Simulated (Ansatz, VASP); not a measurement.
**In in VASP and in Ansatz**

```
In
1.0
    -1.88253    1.88253    1.88253
     1.88253   -1.88253    1.88253
     1.88253    1.88253   -1.88253
In
1
Cartesian
  0.0000 0.0000 0.0000
```

This isn't the form of In at room conditions, which is tetragonal.

Alike in both runs: task single point; functional PBEsol; k mesh 18 × 18 × 18; occupations gaussian, width 0.15 eV; no spin polarisation.

|  | VASP | Ansatz |
| --- | --- | --- |
| version | VASP 6.6.1 | Ansatz 0.2.0 |
| potentials or method | VASP PAW PBE potentials, release 64 (In_d) | scalar-relativistic, plane waves, PAW |
| plane-wave cutoff (eV) | 520 | 420 |
| valence electrons in the cell | 13 | 13 |

Ansatz gave:

| Property | Result |
| --- | --- |
| gap on the k mesh at the Fermi level (eV) | none |
| pressure (GPa) | -1.3 |

Question: Estimate VASP's values.

Answer: gap on the k mesh at the Fermi level (eV): none; pressure (GPa): -1.4.

A gap of «none» marks a metal or a gap that the smearing closes.

Caveats: the PAW data sets were made with another functional, which shifts forces and pressure a little (VASP).
